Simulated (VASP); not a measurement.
TiTe2, 3 atoms in the cell. The structure is trigonal, space group P-3m1 (No. 164). The conventional cell has a = 3.975 Å, b = 3.975 Å, c = 6.255 Å, α = 90.00°, β = 90.00°, γ = 120.00°. Ti (site symmetry -3m) has 6 Te at 2.66 Å as nearest neighbours. Around Te (site symmetry 3m) lie 3 Ti at 2.66 Å.  The cell isn't the ideal one: strained and moved within the space group.

```yaml
Program: VASP 6.6.1
Task: single point
Functional: PBEsol
Potentials_or_basis: VASP PAW PBE potentials, release 64 (Ti_sv, Te)
Cutoff: 520 eV
k_mesh: 15 × 15 × 8
Occupations: gaussian, width 0.1 eV
Spin: no spin polarisation
Dipole_correction: no
Further_INCAR_settings: ALGO = Fast; EDIFF = 1e-06; NBANDS = 19
```

Potentials or basis: VASP PAW PBE potentials, release 64 (Ti_sv, Te).

The run is started by

```bash
$ cat potpaw_PBE.64/Ti_sv/POTCAR potpaw_PBE.64/Te/POTCAR > POTCAR
$ mpirun -np 1 vasp_std > vasp.out
```

Hardware: 1 thread of Intel(R) Xeon(R) Platinum 8488C (Sapphire Rapids), with other jobs on the host.

Q: How long does it take, and how much memory?

A: It took 11 min on 1 thread of Intel(R) Xeon(R) Platinum 8488C (Sapphire Rapids), on a shared host, peak memory 0.43 GiB. Counts: scf iterations 28, k points 192.
